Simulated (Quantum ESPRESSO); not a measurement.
## Al under changes of volume

One of the cells (16.603 Å³/atom); the others are scaled copies at fixed shape and fractional positions:

```
CELL_PARAMETERS angstrom
0.00000 2.02481 2.02481
2.02481 0.00000 2.02481
2.02481 2.02481 0.00000
ATOMIC_POSITIONS crystal
Al 0.00000 0.00000 0.00000
```

| Property | Result |
| --- | --- |
| Program | Quantum ESPRESSO 7.5 |
| Functional | r2SCAN |
| Potentials or basis | SG15 PBE 1.2 |
| Cutoff | 1020 eV |
| Density cutoff | 4082 eV |
| k mesh | 8 × 8 × 8 |
| Occupations | fermi-dirac, width 0.05 eV |
| Spin | no spin polarisation |

| volume (Å³/atom) | energy over the lowest point (meV/atom) | pressure (GPa) |
| --- | --- | --- |
| 15.607 | 7.63 | 3.9 |
| 15.939 | ? | ? |
| 16.271 | 0.00 | -0.1 |
| 16.603 | 2.10 | -1.8 |
| 16.935 | 7.52 | -3.4 |
| 17.267 | 15.88 | -4.8 |
| 17.599 | 26.93 | -6.0 |

Problem. What does the run at 15.939 Å³/atom give?

Solution. Energy over the lowest point 1.69 meV/atom; pressure 1.8 GPa.

Worked out: A Birch-Murnaghan fit of order 3 (a polynomial in V^(-2/3)) to the other rows has its minimum at 16.25 Å³/atom with B0 = V·E''(V) = 90 GPa and B' = 4.8. It gives 1.70 meV/atom at 15.939 Å³/atom, against the run's 1.69, and -dE/dV = 1.8 GPa, against 1.8.

Energies are extrapolated to zero smearing.

Caveats: the potentials were made for another functional, which shifts forces and pressure.
